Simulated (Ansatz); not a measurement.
A generator proposed this cell of CaO.

```
Ca O
1.0
     3.42193    0.00000    0.00000
     0.00000    3.42193    0.00000
     0.00000    0.00000    3.42193
Ca O
1 1
Direct
  0.50000 0.50000 0.50000
  0.00000 0.00000 0.00000
```

These are results of DFT PBE, scalar-relativistic, plane waves, PAW (Ansatz), not measurements. Cutoff 420 eV; k points 6×6×6 on the computed 2-atom cell (Γ-centred); Gaussian smearing, width 0.10 eV; no spin polarisation.

Formation energies are uncorrected and refer to the elements' standard structures at the same level (O₂ as a molecule).

**Question.** What does a single point on this coarse mesh give?

**Answer.** The pressure is -18.5 GPa (it wants to contract), the largest force is 0.00 eV/Å (symmetry fixes the atoms), and the energy is −1.82 eV/atom against the elements. The shortest distance is 2.96 Å.

**Question.** Is it a good guess?

**Answer.** A rough one: relaxing gains about 0.64 eV/atom in 10 ionic steps and ends at −2.456 eV/atom on the finer mesh. The symmetry stays Pm-3m (No. 221). The end has the caesium chloride type. The volume per atom shrinks by 36.9 %, from 20.0 to 12.6 Å³. The shortest distance goes from 2.96 Å (Ca–O) to 2.54 Å (Ca–O). Conventional cell: a = 2.934 Å. Around Ca lie 8 O at 2.54 Å and 6 Ca at 2.93 Å; around O lie 8 Ca at 2.54 Å and 6 O at 2.93 Å.

The last run used an 8×8×8 mesh for its 2-atom cell and Gaussian smearing of 0.02 eV. The relaxation can't lower the symmetry of the start, and the grade says only how near the guess is to its own end. Symmetry constrained the relaxation, so the result can be a saddle point. Another cell of CaO relaxed alike, in F-43m, lies 0.31 eV/atom lower, so this cell isn't the stable form at this level.
